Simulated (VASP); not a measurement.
Write the native input for VASP 6.6.1 that does the following.

- Task: relaxation of shape and atoms at fixed volume
- Functional: LDA
- Potentials or basis: VASP PAW LDA potentials, release 64 (Al, N)
- Cutoff: 600 eV
- k mesh: 12 × 12 × 6
- Occupations: gaussian, width 0.03 eV
- Spin: no spin polarisation
- Further INCAR settings: ALGO = Normal; EDIFF = 1e-07; IBRION = 2; EDIFFG = -0.01; NSW = 40; ISIF = 4

The structure of AlN lies in POSCAR:

```
AlN                                     
1.0
    3.0912892629      0.0000000000      0.0000000000
   -1.5456446315      2.6771350322     -0.0000000000
    0.0000000000      0.0000000000      4.9479177818
  Al              N             
     2     2
Direct
     0.3333333332999970    0.6666666667000030    0.9990259567857883
     0.6666666667000030    0.3333333332999970    0.4990259567857884
     0.3333333332999970    0.6666666667000030    0.3809740432142142
     0.6666666667000030    0.3333333332999970    0.8809740432142142
```

One way to write it, as run:

INCAR

```
ALGO = Normal
EDIFF = 1E-7
EDIFFG = -0.01
ENCUT = 600
GGA = CA
IBRION = 2
ISIF = 4
ISMEAR = 0
LASPH = T
LCHARG = F
LREAL = F
LWAVE = F
NELM = 80
NSW = 40
PREC = Accurate
SIGMA = 0.03
```

KPOINTS

```
k-points
0
Gamma
  12 12 6
```

Potentials or basis: VASP PAW LDA potentials, release 64 (Al, N).

Command:

```sh
$ cat potpaw_LDA.64/Al/POTCAR potpaw_LDA.64/N/POTCAR > POTCAR
$ mpirun -np 1 vasp_std > vasp.out
```

Results of the run:

| Property | Result |
| --- | --- |
| Pressure after relaxing | 0.0 GPa |
| Band gap on the k mesh | 4.40 eV, direct |

Caveat: the relaxation stopped at its first step, so nothing moved.

Wall time 17 s on 1 thread of Intel(R) Xeon(R) 6975P-C (Granite Rapids), with other jobs on the host, peak memory 0.17 GiB.
